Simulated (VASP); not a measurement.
A calculation with VASP 6.6.1 of InPd (ASE script, structure from a POSCAR):

Contents of run.py:

```python
from ase.calculators.vasp import Vasp
from ase.dft.bandgap import bandgap
from ase.io import read

atoms = read('POSCAR')
calc = Vasp(
    directory='calc',
    xc='pbe',
    pp='PBE',
    setups='recommended',
    prec='Accurate',
    encut=520,
    ediff=1e-06,
    ismear=0,
    sigma=0.1,
    lreal=False,
    lasph=True,
    nelm=80,
    algo='Fast',
    isif=2,
    lwave=False,
    lcharg=False,
    kpts=[8, 8, 8],
    gamma=True,
)
atoms.calc = calc

print('energy (eV):', atoms.get_potential_energy())
print('free energy (eV):', atoms.get_potential_energy(force_consistent=True))
print('forces (eV/A):')
print(atoms.get_forces())
print('stress (eV/A^3, Voigt):', atoms.get_stress())
print('Fermi level (eV):', calc.get_fermi_level())
gap, top, bottom = bandgap(calc)
print('band gap (eV):', gap, 'from (spin, k, band)', top, 'to', bottom)
```

The input POSCAR:

```
InPd
1.0
    3.2718847800      0.0000000000      0.0000000000
    0.0000000000      3.2718847800      0.0000000000
    0.0000000000      0.0000000000      3.2718847800
In Pd
1 1
Direct
    0.0000000000      0.0000000000      0.0000000000
    0.5000000000      0.5000000000      0.5000000000
```

Potentials or basis: VASP PAW PBE potentials, release 64 (In_d, Pd).

Command:

```bash
$ python run.py
```

The cell comes from a database or a generator and needn't be the stable form of this composition.

**Question.** Write the same calculation in another form: native input, structure from a POSCAR.

**Answer.** As run:

INCAR

```
PREC = Accurate
ENCUT = 520
EDIFF = 1E-7
ISMEAR = 0
SIGMA = 0.1
LREAL = False
LASPH = True
NELM = 60
ALGO = Fast
ISIF = 2
LWAVE = False
LCHARG = False
GGA = PE
```

The input KPOINTS:

```
regular mesh
0
Gamma
  8 8 8
```

File POSCAR:

```
InPd
3.2719
    0.999995348269      0.000000000000      0.000000000000
    0.000000000000      0.999995348269      0.000000000000
    0.000000000000      0.000000000000      0.999995348269
In Pd
1 1
Direct
    0.0000000000      0.0000000000      0.0000000000
    0.5000000000      0.5000000000      0.5000000000
```

Potentials or basis: VASP PAW PBE potentials, release 64 (In_d, Pd).

Command:

```sh
$ cat potpaw_PBE.64/In_d/POTCAR potpaw_PBE.64/Pd/POTCAR > POTCAR
$ mpirun -np 1 vasp_std > vasp.out
```

Both were run:

|  | ASE script, structure from a POSCAR | native input, structure from a POSCAR |
| --- | --- | --- |
| Pressure | 3.8 GPa | 3.9 GPa |
| Band gap on the k mesh | none (metal or under the smearing width) | none (metal or under the smearing width) |

Keys that steer only the numerical path or the files written may differ.
